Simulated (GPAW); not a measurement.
# In in GPAW: reference runs

Aim: a first look at In with PBE, on the cell as given.

Everything below comes from runs of GPAW 26.7.0. Logs are shortened: lines on timing, memory, paths and dates and some standing lists are left out, and cuts for length are marked. The log counts tension as positive stress, the text compression.

## Step 1: The cell of the first run

The cell holds a slab with vacuum, 3 atoms: a = 3.335 Å, b = 3.335 Å, c = 20.509 Å, α = 90.00°, β = 90.00°, γ = 120.00°.

## Step 2: Single point, PBE (the (0 0 1) slab of In, cut from the database cell, not relaxed)

Input file run.py:

```python
import numpy as np
from ase import Atoms
from ase.dft.bandgap import bandgap
from ase.io import write
from ase.units import Bohr
from gpaw import GPAW, PW
from gpaw.elf import elf_from_dft_calculation

atoms = Atoms(['In', 'In', 'In'],
              cell=[[3.335484782, 0, 0.0],
                    [-1.667742391, 2.8886145552, 0.0],
                    [0.0, 0.0, 20.50914292]],
              scaled_positions=[[0.33333333, 0.66666666, 0.365690562],
                                [0.66666667, 0.33333334, 0.5],
                                [0.33333333, 0.66666666, 0.634309438]],
              pbc=True)
atoms.pbc = (True, True, False)

calc = GPAW(mode=PW(450),
            xc='PBE',
            kpts={'size': (9, 9, 1), 'gamma': True},
            occupations={'name': 'fermi-dirac', 'width': 0.05},
            nbands=32,
            convergence={'density': 1e-05, 'energy': 1e-05},
            maxiter=150,
            poissonsolver={'dipolelayer': 'xy'},
            txt='gpaw.txt')
atoms.calc = calc
energy = atoms.get_potential_energy()
forces = atoms.get_forces()
calc.write('gs.gpw')
write('result.traj', atoms)
print(f'Energy: {energy:.6f} eV')
print('Forces (eV/A):')
print(forces.round(4))
print('Fermi level:', round(calc.get_fermi_level(), 4), 'eV')
print(f'Gap: {bandgap(calc)[0]:.4f} eV, direct: {bandgap(calc, direct=True)[0]:.4f} eV')

v = calc.get_electrostatic_potential().mean(axis=(0, 1))
z = np.arange(len(v)) * atoms.cell[2, 2] / len(v)
ef = calc.get_fermi_level()
np.savetxt('planar.dat', np.c_[z, v], fmt='%.4f')
below, above = np.interp([1.5, atoms.cell[2, 2] - 1.5], z, v) - ef
print(f'Work functions: bottom {below:.4f} eV, top {above:.4f} eV')
print('Dipole moment:', *calc.get_dipole_moment().round(5), 'e A')

# fields on the real-space grid
write('density.cube', atoms, data=calc.get_pseudo_density() * Bohr**3)
write('potential.cube', atoms, data=calc.get_electrostatic_potential())
write('elf.cube', atoms, data=elf_from_dft_calculation(calc).data)
```

Potentials or basis: GPAW PAW data sets (gpaw-data 1.2.1), pw.

Command:

```console
> OMP_NUM_THREADS=1 python run.py
```

gpaw.txt:

```text
__  _  _
 | _ |_)|_||  |
 |__||  | ||/\| - 26.7.0

Input parameters:
  mode=PW(ecut=450.00000000000006),
  convergence={'density': 1e-05, 'energy': 1e-05},
  kpts=MonkhorstPack(size=(9, 9, 1), gamma=True),
  maxiter=150,
  nbands=32,
  occupations=Occupations(name='fermi-dirac', width=0.05),
  poissonsolver=PoissonSolver(dipolelayer='xy'),
  xc=XC(name='PBE')

Diagonalizing LCAO Hamiltonian
Converting LCAO to pw mode

        In

           In

        In

Atoms  # Å, Bohr magnetons
|   | symbol |         x |        y |         z |    initial magnetic moments |
|---|--------|-----------|----------|-----------|-----------------------------|
| 0 |     In | -0.000000 | 1.925743 |  7.500000 | ( 0.0000,  0.0000,  0.0000) |
| 1 |     In |  1.667742 | 0.962872 | 10.254571 | ( 0.0000,  0.0000,  0.0000) |
| 2 |     In | -0.000000 | 1.925743 | 13.009143 | ( 0.0000,  0.0000,  0.0000) |

Unit cell  # Å
| periodic |         x |        y |         z |   lengths |     angles |
|----------|-----------|----------|-----------|-----------|------------|
|      yes |  3.335485 | 0.000000 |  0.000000 |  3.335485 |  90.000000 |
|      yes | -1.667742 | 2.888615 |  0.000000 |  3.335485 |  90.000000 |
|       no |  0.000000 | 0.000000 | 20.509143 | 20.509143 | 120.000000 |

Number of symmetries: 12
Symmetry operations  # r_c * U_cc + t_c -> r_c
|    | kind |            matrix            |
|----|------|------------------------------|
|  0 |  σ   |  1, 1, 0,  0,-1, 0,  0, 0, 1 |
|  1 |  C2  |  1, 1, 0,  0,-1, 0,  0, 0,-1 |
|  2 |  E   |  1, 0, 0,  0, 1, 0,  0, 0, 1 |
|  3 |  σ   |  1, 0, 0,  0, 1, 0,  0, 0,-1 |
|  4 |  C3  |  0, 1, 0, -1,-1, 0,  0, 0, 1 |
|  5 |  S3  |  0, 1, 0, -1,-1, 0,  0, 0,-1 |
|  6 |  σ   |  0,-1, 0, -1, 0, 0,  0, 0, 1 |
|  7 |  C2  |  0,-1, 0, -1, 0, 0,  0, 0,-1 |
|  8 |  σ   | -1, 0, 0,  1, 1, 0,  0, 0, 1 |
|  9 |  C2  | -1, 0, 0,  1, 1, 0,  0, 0,-1 |
| 10 |  C3  | -1,-1, 0,  1, 0, 0,  0, 0, 1 |
| 11 |  S3  | -1,-1, 0,  1, 0, 0,  0, 0,-1 |

BZ-sampling:
  Number of BZ points: 81
  Number of IBZ points: 12

  Monkhorst-Pack size: [9, 9, 1]
  Monkhorst-Pack shift: [0, 0, 0]

K-points  # in reciprocal-cell coordinates
|     |                                coordinates |     weight |
|-----|--------------------------------------------|------------|
|   0 | (  0.00000000,   0.00000000,   0.00000000) | 0.01234568 |
|   1 | (  0.11111111,   0.00000000,   0.00000000) | 0.07407407 |
|   2 | (  0.22222222,  -0.11111111,   0.00000000) | 0.07407407 |
|   3 | (  0.22222222,   0.00000000,   0.00000000) | 0.07407407 |
|   4 | (  0.33333333,  -0.11111111,   0.00000000) | 0.14814815 |
|   5 | (  0.33333333,   0.00000000,   0.00000000) | 0.07407407 |
|   6 | (  0.33333333,   0.33333333,   0.00000000) | 0.02469136 |
|   7 | (  0.44444444,  -0.22222222,   0.00000000) | 0.07407407 |
|   8 | (  0.44444444,  -0.11111111,   0.00000000) | 0.14814815 |
|   9 | (  0.44444444,   0.00000000,   0.00000000) | 0.07407407 |
| ... |                                            |            |
|  11 | (  0.44444444,   0.44444444,   0.00000000) | 0.07407407 |

Plane wave coefficients: 4306
Cutoff: 450.00000000000006 eV

Spin-components: 1 (collinear spins)
Bands:           32
Projectors:      18
Spin-degeneracy: 2
Datatype:        complex128

Parallelization:
  kpt:    1
  domain: 1
  band:   1

Density:
  Valence electrons: 39.0
  Components: 1
  Grid points: [ 18  18 105]
  Charge: 0.0  # |e|

Potential:
  Grid points: [ 18  18 105]

species:
  In:
    name:    Indium
    Z:       49.0
    valence: 13
    core:    36
    charge:  0.0  # [|e|]
    compensation charges:
      type: gauss
      rc: 0.36  # [Å]
      lmax: 2
    cutoffs:
      filter: 2.09  # [Å]
      core: 2.48  # [Å]
    projectors
    | kind |    occ | energy [eV] | rcut [Å] |
    |------|--------|-------------|----------|
    |   5s |  2.000 |      -8.203 |    1.185 |
    |   5p |  1.000 |      -2.521 |    1.244 |
    |   4d | 10.000 |     -18.629 |    1.148 |
    |    s |        |      19.008 |    1.185 |
    |    p |        |      24.691 |    1.244 |
    |    d |        |       8.583 |    1.148 |

    Using partial waves for In as LCAO basis

Reference energy: -479926.258980  # eV

eigensolver:
  PPCG
  Converge bands: occupied
  niter=2

density mixing:
  MSR1-Mixer
  Pratt-step length: 0.05
  Maximum mixing coefficient: 0.75
  Old densities: 10
  SVD Regularization: 0.005
  Good broyden scale: 1.0
  Trust region scale: 1.0
  Backstep threshold: 4.0
  History deletion threshold: 6.0
  Fourier metric: weight=20.0, sigma=0.015

occupation numbers:
  Fermi-Dirac:
    width: 0.0500  # eV

<gpaw.new.pw.poisson.DipoleLayerPWPoissonSolver object>
xc functional:
  name: PBE with 2 nearest neighbor stencil

convergence criteria:
- Maximum integral of absolute [dens]ity change: 1e-05 electrons / valence electron
- Maximum [total energy] change in last 3 cyles: 1e-05 eV / valence electron
- Maximum integral of absolute [eigenst]ate change: 4e-08 eV^2 / valence electron
maximum number of iterations: 150

SCF iterations
|iter     | |      energy | eigst |  dens |
|---------|-|-------------|-------|-------|
|iter:   1| |   -7.912117 | -0.55 |       |
|iter:   2| |   -7.907212 | -2.22 | -1.56 |
|iter:   3| |   -7.858342 | -2.42 | -1.59 |
|iter:   4| |   -7.983551 | -2.41 | -1.94 |
|iter:   5| |   -7.829747 | -2.83 | -1.73 |
|iter:   6| |   -7.829868 | -4.03 | -2.61 |
|iter:   7| |   -7.829999c| -4.93 | -3.14 |
|iter:   8| |   -7.830030c| -5.83 | -3.66 |
|iter:   9| |   -7.830033c| -6.70 | -4.20 |
|iter:  10| |   -7.830032c| -7.61c| -4.85 |
|iter:  11| |   -7.830032c| -7.93c| -5.43c|

Converged in 11 steps
Energy contributions relative to reference atoms: (reference = -479926.258980)

Energy contributions:
  Kinetic:          32.198251
  Coulomb:         -30.491531
  Zero:              0.713494
  External:          0.000000
  Xc:              -10.241600
  Entropy:          -0.017294
  Spinorbit:         0.000000
  ----------------------------
  Free energy:      -7.838679
  Extrapolated:     -7.830032

dipole moment: (-2.715167, 1.567602, -0.000005)  # |e|*Ang

Fermi level: 0.441
Eigenvalues  # (at kpt = [0.000, 0.000, 0.000])
| band index |      eig [eV] | occ [0-2] |
|------------|---------------|-----------|
|          0 |       -14.164 |     2.000 |
|        ... |               |           |
|         11 |       -13.776 |     2.000 |
|         12 |       -13.776 |     2.000 |
|         13 |       -13.757 |     2.000 |
|         14 |       -13.757 |     2.000 |
|         15 |        -8.570 |     2.000 |
|         16 |        -7.210 |     2.000 |
[... 8 lines left out ...]
|         25 |         8.704 |     0.000 |
|         26 |         9.180 |     0.000 |
|        ... |               |           |
|         31 |        10.655 |     0.000 |

No gap
No difference between direct/indirect transitions
vacuum-level: 4.325  # V
Workfunctions: 3.884, 3.884 eV (top, bottom)

Forces  # eV/Ang
|       x |        y |        z |
|---------|----------|----------|
| 0.00000 |  0.00000 | -0.04461 |  # In   0
| 0.00000 | -0.00000 |  0.00000 |  # In   1
| 0.00000 |  0.00000 |  0.04461 |  # In   2

# Writing to gs.gpw (mode='')
```

Wall time 40 s (1 thread of Arm Neoverse V1, shared host); peak memory 0.21 GiB.

Results:

- Free energy: -7.8387 eV
- Largest force: 0.045 eV/Å
- Band gap on the k mesh: none (metal or under the smearing width)
- Dipole across the slab: 0.00 e·Å
- Work function of the upper face: 3.88 eV
- Work function of the lower face: 3.88 eV

Forces in eV/Å, atoms in the order of the input:
```
In   0.000  0.000 -0.045
In   0.000  0.000  0.000
In   0.000  0.000  0.045
```

Levels at points of the mesh, in eV from the Fermi level:
```csv
k point,band 17,band 18,band 19,band 20,band 21,band 22
"(0.00, 0.00, 0.00)",-7.65,-5.69,-2.17,0.76,3.15,3.64
```
